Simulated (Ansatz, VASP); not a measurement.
# MoS2: VASP beside Ansatz

Wanted: the spread between two codes on one cell, functional and k mesh. The cell is taken from a series of runs on this material, whose earlier steps may have relaxed, scaled, displaced or heated it; both programs get it as it stands.

Method: plane waves, with VASP 6.6.1 beside it; G0W0 gap at PBEsol, in Ansatz 0.2.0.

## Step 1: The starting structure

The cell holds 9 atoms: 6 S and 3 Mo. Its edges and angles: a = 3.116 Å, b = 3.116 Å, c = 52.600 Å, α = 90.0°, β = 90.0°, γ = 120.0°. It derives from MoS2. Vacuum lies along c.

As a file:

```xyz
9
Lattice="3.1159 0.0000 0.0000 -1.5579 2.6984 0.0000 0.0000 0.0000 52.6000" Properties=species:S:1:pos:R:3
S     1.9474    0.6746   18.9379
S     1.9474    0.6746   22.0623
S    -1.1685    2.4736   24.7406
S    -1.1685    2.4736   27.8596
S     0.3895    1.5741   30.5384
S     0.3895    1.5741   33.6621
Mo   -1.1685    2.4736   20.5005
Mo    0.3895    1.5741   26.2981
Mo    1.9474    0.6746   32.0978
```

## Step 2: VASP: G0W0 gap, PBEsol

Quasiparticle shifts depend on high empty states and on the cores, so they are the hardest test of two PAW sets.

Lines of VASP's logs that name or quote its potential files are left out, and so is its time.

The run reads the wave functions of an earlier VASP run, which isn't shown here.

Contents of INCAR:

```
SYSTEM = MoS2
PREC = Accurate
ENCUT = 370
ISMEAR = 0
SIGMA = 0.01
LREAL = .FALSE.
GGA = PS
NBANDS = 288
LASPH = .TRUE.
ALGO = EVGW0
NELMGW = 1
ENCUTGW = 38
NOMEGA = 64
PRECFOCK = Fast
NBANDSGW = 48
LWAVE = .FALSE.
LCHARG = .FALSE.
```

Contents of POSCAR:

```
MoS2
1.0
    3.1158716118      0.0000000000      0.0000000000
   -1.5579358059      2.6984239707      0.0000000000
    0.0000000000      0.0000000000     52.6000000000
S Mo
6 3
Direct
    0.7500000000      0.2500000000      0.3600360148
    0.7500000000      0.2500000000      0.4194346753
    0.0833333333      0.9166666667      0.4703538471
    0.0833333333      0.9166666667      0.5296494710
    0.4166666667      0.5833333333      0.5805773126
    0.4166666667      0.5833333333      0.6399639852
    0.0833333333      0.9166666667      0.3897436905
    0.4166666667      0.5833333333      0.4999636025
    0.7500000000      0.2500000000      0.6102250258
```

Contents of KPOINTS:

```
Automatic mesh
0
Gamma
9 9 1
0 0 0
```

The projector-augmented-wave data sets are S_GW and Mo_sv_GW (PBE family, release 64).

Launch:

```console
> mpirun -np 16 vasp_std
```

Numbers of over 12 decimals in the logs are rounded to 6 here.

Output:

```text
[banner, memory and clock lines left out]
running   16 mpi-ranks, on    1 nodes
 distrk:  each k-point on   16 cores,    1 groups
 distr:  one band on    1 cores,   16 groups

 POSCAR found type information on POSCAR S Mo
 POSCAR found :  2 types and       9 ions
|                                                                             |
|           W    W    AA    RRRRR   N    N  II  N    N   GGGG   !!!           |
|           W    W   A  A   R    R  NN   N  II  NN   N  G    G  !!!           |
|           W    W  A    A  R    R  N N  N  II  N N  N  G       !!!           |
|           W WW W  AAAAAA  RRRRR   N  N N  II  N  N N  G  GGG   !            |
|           WW  WW  A    A  R   R   N   NN  II  N   NN  G    G                |
|           W    W  A    A  R    R  N    N  II  N    N   GGGG   !!!           |
|                                                                             |
|     For optimal performance we recommend to set                             |
|       NCORE = 2 up to number-of-cores-per-socket                            |
|     NCORE specifies how many cores store one orbital (NPAR=cpu/NCORE).      |
|     This setting can greatly improve the performance of VASP for DFT.       |
|     The default, NCORE=1 might be grossly inefficient on modern             |
|     multi-core architectures or massively parallel machines. Do your        |
|     Unfortunately you need to use the default for GW and RPA                |
|     calculations (for HF NCORE is supported but not extensively tested      |
|     yet).                                                                   |
|                                                                             |

|                                                                             |
|               ----> ADVICE to this user running VASP <----                  |
|                                                                             |
|     You enforced a specific xc type in the INCAR file but a different       |
|     [... a line on the potential file left out ...]
|     I HOPE YOU KNOW WHAT YOU ARE DOING!                                     |
|                                                                             |

|                                                                             |
|           W    W    AA    RRRRR   N    N  II  N    N   GGGG   !!!           |
|           W    W   A  A   R    R  NN   N  II  NN   N  G    G  !!!           |
|           W    W  A    A  R    R  N N  N  II  N N  N  G       !!!           |
|           W WW W  AAAAAA  RRRRR   N  N N  II  N  N N  G  GGG   !            |
|           WW  WW  A    A  R   R   N   NN  II  N   NN  G    G                |
|           W    W  A    A  R    R  N    N  II  N    N   GGGG   !!!           |
|                                                                             |
|     The default for ENCUTGWSOFT is different in this version of VASP.       |
|     please manually set ENCUTGWSOFT =38 in the INCAR file.                  |
|                                                                             |

 LDA part: xc-table for (Slater+PW92), standard interpolation
 found WAVECAR, reading the header
|                                                                             |
|           W    W    AA    RRRRR   N    N  II  N    N   GGGG   !!!           |
|           W    W   A  A   R    R  NN   N  II  NN   N  G    G  !!!           |
|           W    W  A    A  R    R  N N  N  II  N N  N  G       !!!           |
|           W WW W  AAAAAA  RRRRR   N  N N  II  N  N N  G  GGG   !            |
|           WW  WW  A    A  R   R   N   NN  II  N   NN  G    G                |
|           W    W  A    A  R    R  N    N  II  N    N   GGGG   !!!           |
|                                                                             |
|     One of the lattice vectors is very long (>50 A), but AMIN is rather     |
|     large. This can spoil convergence since charge sloshing might occur     |
|     along the long lattice vector. If problems with convergence are         |
|     observed, try to decrease AMIN to a smaller value (e.g. 0.01).          |
|     Note: This warning only applies if the self-consistency cycle is        |
|     used.                                                                   |
|                                                                             |

 POSCAR, INCAR and KPOINTS ok, starting setup
 FFT: planning ... GRIDC
 FFT: planning ... GRID_SOFT
 FFT: planning ... GRID
 reading WAVECAR
 the WAVECAR file was read successfully
 initial charge from wavefunction
 available memory per node:     56.58 GB, setting MAXMEM to     57942

 The Fermi energy was updated, please check that it is located mid-gap
 values below the HOMO (VB) or above the LUMO (CB) will cause erroneous energies
 E-fermi :  -0.0618

 calculate exact exchange contribution
 the WAVEDER file was read successfully
|                                                                             |
|           W    W    AA    RRRRR   N    N  II  N    N   GGGG   !!!           |
|           W    W   A  A   R    R  NN   N  II  NN   N  G    G  !!!           |
|           W    W  A    A  R    R  N N  N  II  N N  N  G       !!!           |
|           W WW W  AAAAAA  RRRRR   N  N N  II  N  N N  G  GGG   !            |
|           WW  WW  A    A  R   R   N   NN  II  N   NN  G    G                |
|           W    W  A    A  R    R  N    N  II  N    N   GGGG   !!!           |
|                                                                             |
|     Automatic setting of frequency mesh for GW failed. Frequency mesh       |
|     properly not suitable for determining QP energies. Consider             |
|     increasing number of kpoints.                                           |
|                                                                             |

energies w=
    0.000    0.000    0.666    0.000    1.331    0.000    1.993    0.000
    2.651    0.000    3.304    0.000    3.950    0.000    4.589    0.000
    5.220    0.000    5.843    0.000    6.458    0.000    7.065    0.000
    7.663    0.000    8.254    0.000    8.837    0.000    9.413    0.000
    9.983    0.000   10.548    0.000   11.108    0.000   11.665    0.000
   12.219    0.000   12.772    0.000   13.324    0.000   13.877    0.000
   14.432    0.000   14.991    0.000   15.554    0.000   16.124    0.000
   16.701    0.000   17.289    0.000   17.887    0.000   18.499    0.000
   19.127    0.000   19.772    0.000   20.439    0.000   21.128    0.000
   21.845    0.000   22.592    0.000   23.374    0.000   24.195    0.000
   25.060    0.000   25.977    0.000   26.952    0.000   27.994    0.000
   29.112    0.000   30.319    0.000   31.627    0.000   33.054    0.000
   34.621    0.000   36.352    0.000   38.277    0.000   40.436    0.000
   42.877    0.000   45.664    0.000   48.877    0.000   52.628    0.000
   57.066    0.000   62.399    0.000   68.930    0.000   77.110    0.000
   87.647    0.000  101.718    0.000  121.431    0.000  150.979    0.000
 responsefunction array rank=     272
 LDA part: xc-table for (Slater+PW92), standard interpolation

 min. memory requirement per mpi rank    778.8 MB, per node  12461.2 MB

 allocating   4 responsefunctions rank=   272
 shmem allocating  64 responsefunctions rank=   272
 response function shared by NCSHMEM nodes    1
 Doing            4  frequencies on each core in blocks of           64
NQ=   1    0.0000    0.0000    0.0000,
|.........|.........|.........|.........|.........|.........|.........|.........
 performed       1904000 updates of chi_q(r,r)
 total number of BLAS operations       1054.11 Gflops
NQ=   2    0.1111    0.0000    0.0000,
|.........|.........|.........|.........|.........|.........|.........|.........
 performed       4748000 updates of chi_q(r,r)
 total number of BLAS operations       2628.39 Gflops
NQ=   3    0.2222   -0.0000    0.0000,
|.........|.........|.........|.........|.........|.........|.........|.........
 performed       7592000 updates of chi_q(r,r)
 total number of BLAS operations       4108.36 Gflops
NQ=   4    0.3333    0.0000    0.0000,
|.........|.........|.........|.........|.........|.........|.........|.........
 performed      10436000 updates of chi_q(r,r)
 total number of BLAS operations       5408.43 Gflops
NQ=   5    0.4444   -0.0000    0.0000,
|.........|.........|.........|.........|.........|.........|.........|.........
 performed      13280000 updates of chi_q(r,r)
 total number of BLAS operations       6450.74 Gflops
NQ=   6    0.1111    0.1111    0.0000,
|.........|.........|.........|.........|.........|.........|.........|.........
 performed      16373000 updates of chi_q(r,r)
 total number of BLAS operations       8111.03 Gflops
NQ=   7    0.2222    0.1111    0.0000,
|.........|.........|.........|.........|.........|.........|.........|.........
 performed      20185000 updates of chi_q(r,r)
 total number of BLAS operations       9941.88 Gflops
NQ=   8    0.3333    0.1111    0.0000,
|.........|.........|.........|.........|.........|.........|.........|.........
 performed      23997000 updates of chi_q(r,r)
 total number of BLAS operations      11458.68 Gflops
NQ=   9    0.4444    0.1111    0.0000,
|.........|.........|.........|.........|.........|.........|.........|.........
 performed      27090000 updates of chi_q(r,r)
 total number of BLAS operations      12613.44 Gflops
NQ=  10    0.2222    0.2222    0.0000,
|.........|.........|.........|.........|.........|.........|.........|.........
 performed      30183000 updates of chi_q(r,r)
 total number of BLAS operations      13900.08 Gflops
NQ=  11    0.3333    0.2222    0.0000,
|.........|.........|.........|.........|.........|.........|.........|.........
 performed      33995000 updates of chi_q(r,r)
 total number of BLAS operations      15403.31 Gflops
NQ=  12    0.3333    0.3333    0.0000,
|.........|.........|.........|.........|.........|.........|.........|.........
 performed      36204000 updates of chi_q(r,r)
 total number of BLAS operations      16274.29 Gflops
 resolving degeneracies of screened two electron integrals

 calculate QP shifts <psi_nk| G(iteration)W_0 |psi_nk>: iteration 1
 entering main loop
```

OUTCAR, selected parts (step 2):

```text
ion  position               nearest neighbor table
   1  0.750  0.250  0.360-   7 2.38   7 2.38   7 2.38
   2  0.750  0.250  0.419-   7 2.38   7 2.38   7 2.38
   3  0.083  0.917  0.470-   8 2.38   8 2.38   8 2.38
   4  0.083  0.917  0.530-   8 2.38   8 2.38   8 2.38
   5  0.417  0.583  0.581-   9 2.38   9 2.38   9 2.38
   6  0.417  0.583  0.640-   9 2.38   9 2.38   9 2.38
   7  0.083  0.917  0.390-   2 2.38   2 2.38   2 2.38   1 2.38   1 2.38   1 2.38
   8  0.417  0.583  0.500-   3 2.38   3 2.38   3 2.38   4 2.38   4 2.38   4 2.38
   9  0.750  0.250  0.610-   5 2.38   5 2.38   5 2.38   6 2.38   6 2.38   6 2.38

  LATTYP: Found a hexagonal cell.
 ALAT       =     3.1158716118
 C/A-ratio  =    16.8813117334

 Subroutine GETGRP returns: Found  6 space group operations
 (whereof  2 operations were pure point group operations)

The static configuration has the point symmetry C_1h.
 The point group associated with its full space group is C_3v.

 Found     12 irreducible k-points:

   k-points           NKPTS =     12   k-points in BZ     NKDIM =     81   number of bands    NBANDS=    288

   dimension x,y,z NGX =    20 NGY =   20 NGZ =  336
   dimension x,y,z NGXF=    40 NGYF=   40 NGZF=  672

   ENCUT  =  370.0 eV  27.19 Ry    5.21 a.u.   4.89  4.89 82.50*2*pi/ulx,y,z

   NELECT =      78.0000    total number of electrons

  energy-cutoff  :      370.00
  volume of cell :      442.26
      direct lattice vectors                 reciprocal lattice vectors
     3.115871612  0.000000000  0.000000000     0.320937485  0.185293344  0.000000000
    -1.557935806  2.698423971  0.000000000     0.000000000  0.370586687  0.000000000
     0.000000000  0.000000000 52.600000000     0.000000000  0.000000000  0.019011407

 k-points in reciprocal lattice and weights: Automatic mesh
   0.00000000  0.00000000  0.00000000       0.012
   0.11111111  0.00000000  0.00000000       0.074
   0.22222222 -0.00000000  0.00000000       0.074
   0.33333333  0.00000000  0.00000000       0.074
   0.44444444 -0.00000000  0.00000000       0.074
   0.11111111  0.11111111  0.00000000       0.074
   0.22222222  0.11111111  0.00000000       0.148
   0.33333333  0.11111111  0.00000000       0.148
   0.44444444  0.11111111  0.00000000       0.074
   0.22222222  0.22222222  0.00000000       0.074
   0.33333333  0.22222222  0.00000000       0.148
   0.33333333  0.33333333  0.00000000       0.025

 E-fermi :  -0.0618

 QP shifts <psi_nk| G(iteration)W_0 |psi_nk>: iteration 1
 for sc-GW calculations column KS-energies equals QP-energies in previous step
 and V_xc(KS)=  KS-energies - (<T + V_ion + V_H > + <T+V_H+V_ion>^1  + <V_x>^1)
 k-point   1 :       0.0000    0.0000    0.0000
  band No.  KS-energies  QP-energies   sigma(KS)   V_xc(KS)     V^pw_x(r,r')   Z            occupation Imag(sigma)
    ...
     36      -2.3188      -2.1913     -13.6109     -13.7767     -15.9447       0.7687       2.0000       0.1981
     37      -1.8048      -1.3959     -14.6541     -15.1884     -16.3361       0.7652       2.0000       0.1555
     38      -0.8362      -0.3701     -14.8723     -15.4732     -16.4194       0.7757       2.0000       0.1132
     39      -0.4730       0.1150     -15.3808     -16.1410     -16.6065       0.7734       2.0000       0.0895
     40       1.4225       2.6882     -13.9409     -15.5781     -10.9020       0.7731       0.0000      -0.1863
     41       1.4225       2.6882     -13.9409     -15.5781     -10.9020       0.7731       0.0000      -0.1863
     42       1.5359       2.8064     -13.9431     -15.5875     -10.8586       0.7726       0.0000      -0.1922
     43       1.5359       2.8064     -13.9431     -15.5875     -10.8586       0.7726       0.0000      -0.1922
    ...

 k-point   2 :       0.1111    0.0000    0.0000
  band No.  KS-energies  QP-energies   sigma(KS)   V_xc(KS)     V^pw_x(r,r')   Z            occupation Imag(sigma)
    ...
     36      -2.0559      -1.8367     -14.0270     -14.3116     -16.1761       0.7700       2.0000       0.1751
     37      -1.7969      -1.4055     -14.6594     -15.1701     -16.4278       0.7664       2.0000       0.1567
     38      -1.0973      -0.6546     -14.7945     -15.3655     -16.4625       0.7755       2.0000       0.1225
     39      -0.8997      -0.3675     -15.1351     -15.8231     -16.5673       0.7736       2.0000       0.1085
     40       1.2572       2.4831     -13.7571     -15.3510     -10.6894       0.7691       0.0000      -0.2002
     41       1.2891       2.5546     -14.0691     -15.7055     -10.9595       0.7733       0.0000      -0.1880
     42       1.3824       2.6268     -14.0157     -15.6232     -10.8987       0.7740       0.0000      -0.1874
     43       1.4125       2.6264     -13.9578     -15.5379     -11.0296       0.7683       0.0000      -0.1969
    ...

 k-point   3 :       0.2222   -0.0000    0.0000
  band No.  KS-energies  QP-energies   sigma(KS)   V_xc(KS)     V^pw_x(r,r')   Z            occupation Imag(sigma)
    ...
     36      -2.2665      -2.0312     -14.1658     -14.4727     -16.4024       0.7667       2.0000       0.1859
     37      -2.1210      -1.7495     -14.6425     -15.1277     -16.6152       0.7657       2.0000       0.1709
     38      -1.9343      -1.4835     -14.8459     -15.4320     -16.6844       0.7692       2.0000       0.1532
     39      -1.7945      -1.3438     -14.9171     -15.5036     -16.7454       0.7683       2.0000       0.1538
     40       0.6204       1.7889     -13.8546     -15.3642     -10.9189       0.7740       0.0000      -0.1669
     41       0.9217       2.1237     -13.9366     -15.4941     -10.9272       0.7717       0.0000      -0.1808
     42       1.0124       2.2600     -14.3205     -15.9451     -11.4288       0.7679       0.0000      -0.1807
     43       1.1972       2.4622     -14.3752     -16.0251     -11.4302       0.7667       0.0000      -0.1908
    ...

 k-point   4 :       0.3333    0.0000    0.0000
  band No.  KS-energies  QP-energies   sigma(KS)   V_xc(KS)     V^pw_x(r,r')   Z            occupation Imag(sigma)
    ...
     36      -2.5601      -2.1720     -14.6269     -15.1337     -16.5762       0.7658       2.0000       0.1847
     37      -2.4738      -2.1682     -14.6750     -15.0727     -17.1451       0.7685       2.0000       0.1915
     38      -2.3754      -1.9587     -14.6653     -15.2066     -16.6462       0.7698       2.0000       0.1721
     39      -2.2444      -1.8389     -14.7031     -15.2312     -16.6468       0.7677       2.0000       0.1759
     40       0.7614       2.0272     -14.5648     -16.2124     -11.4164       0.7683       0.0000      -0.1832
     41       0.8590       2.2377     -15.2876     -17.0928     -12.2326       0.7638       0.0000      -0.1862
     42       1.0054       2.3849     -15.3043     -17.1109     -12.2197       0.7636       0.0000      -0.1904
     43       1.0832       2.3716     -14.5976     -16.2800     -11.3800       0.7658       0.0000      -0.1999
    ...

[... 4 further parts left out ...]
```

This run has no spin polarisation, so a moment on Mo, if there is one, isn't seen.

[end of part 1 of 2]

[Lines on the potential files, build, host, timing and source positions are cut from VASP's logs without a mark.]

[Logs are printed without paths, hosts, clocks, repeated set-up lines and the standing remarks that a program may print on its own settings, such as how far it seeks lower states.]

[Hosts, paths, dates, database ids (printed as entryN), source tags and the programs' standing remarks are cut or masked in the printed files.]
